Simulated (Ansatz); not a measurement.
# Hg under changes of volume

One of the cells (27.006 Å³/atom); the others are scaled copies at fixed shape and fractional positions:

```
Hg
1.0
    -1.87674    1.87674    1.91684
     1.87674   -1.87674    1.91684
     1.87674    1.87674   -1.91684
Hg
1
Direct
  0.50000 0.50000 0.00000
```

| Item | Value |
| --- | --- |
| Program | Ansatz 0.2.0 |
| Functional | PBE |
| Potentials or basis | all-electron LAPW, scalar-relativistic |
| Cutoff | 199 eV (chosen from the basis error) |
| Basis error allowed | 0.0005 eV/atom |
| k mesh | 10 × 10 × 10 |
| Occupations | fermi-dirac, width 0.05 eV |
| Spin | no spin polarisation |

```tsv
volume (Å³/atom)	energy over the lowest point (meV/atom)	pressure (GPa)
25.385	29.61	2.8
25.925	21.41	2.2
26.465	14.84	1.8
27.006	?	?
27.546	5.06	1.1
28.086	1.93	0.7
28.626	0.00	0.4
```

**Question.** What does the run at 27.006 Å³/atom give?

**Answer.** Energy over the lowest point 9.42 meV/atom; pressure 1.4 GPa.

Worked out: A Birch-Murnaghan fit of order 3 (a polynomial in V^(-2/3)) to the other rows has its minimum at 29.42 Å³/atom, just outside them, with B0 = V·E''(V) = 15.4 GPa (rough, since the energies scatter) at fixed shape and positions, which overstates the stiffness. It gives 9.30 meV/atom at 27.006 Å³/atom, against the run's 9.42, and -dE/dV = 1.4 GPa, against 1.4.

Energies are extrapolated to zero smearing.
